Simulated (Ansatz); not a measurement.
In doubt: masses and optical values from hybrid runs of this build are listed as unsure, which bears on the screening that GW takes from such a start.

Rows from a G0W0 calculation on ZrSe2/ZrSe2/ZrSe2 (1T multilayer) (Ansatz 0.2.0; G0W0 on HSE06, plane waves, PAW; 3×3×1 mesh, 450 empty bands, screening to 46 eV), in eV. Spin-orbit coupling is left out.

| row | Σx | Σc | Vxc | Z |
| --- | --- | --- | --- | --- |
| A | -17.17 | 1.97 | -15.72 | 0.75 |
| B | -9.84 | -4.82 | -15.01 | 0.74 |
| C | -17.57 | 2.15 | -15.80 | 0.74 |
| D | -9.56 | -4.16 | -13.89 | 0.75 |
| E | -9.54 | -4.18 | -13.99 | 0.74 |
| F | -17.96 | 2.08 | -16.35 | 0.75 |

Question: Which rows are filled states and which are empty ones, and how can one tell?

Filled: A, C and F. Empty: B, D and E. The sign of Σc tells: for a filled state bare exchange, which holds its interaction with itself, lies below Vxc (Σx − Vxc is -1.4 eV or lower here) and screening gives part back as a positive Σc. For an empty state Σx lies above Vxc (+4.3 eV or more) and the Coulomb hole leaves Σc negative.

[Runs of the session that timed out or met a known fault of the program may be left out.]

[Cells called generated may have been cut or substituted from an entry of the Crystallography Open Database or the Materials Project.]

[Hosts, paths, dates, database ids (printed as entryN), source tags and the programs' standing remarks are cut or masked in the printed files.]
